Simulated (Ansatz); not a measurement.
# Moving spin-orbit coupling in SnO2

It takes space group Pmmm (No. 47, orthorhombic). The conventional cell has a = 3.023 Å, b = 4.965 Å, c = 5.977 Å, α = 90.00°, β = 90.00°, γ = 90.00°. Around Sn (site symmetry mmm) lie 4 O at 2.02 Å. O (site symmetry mm2) is surrounded by 2 Sn at 2.02 Å.

Measurements of this composition are mostly on another form, of space group No. 136.

Kept alike: task band structure; functional PBE; k mesh 7 × 5 × 4; occupations fermi-dirac, width 0.05 eV. Program: Ansatz, Ansatz PAW, cutoff 420 eV. The mesh is that of the run's cell of 3 atoms.

| spin-orbit coupling | band gap (eV) |
| --- | --- |
| off | 1.291 |
| on | 1.296 |

Gaps are the smaller of the mesh's and the band path's.

Problem. What does spin-orbit coupling change here?

Solution. The band gap runs from 1.291 (off) to 1.296 eV (on). Spin-orbit coupling splits p and d bands at the edges, and the more so the heavier the atoms.
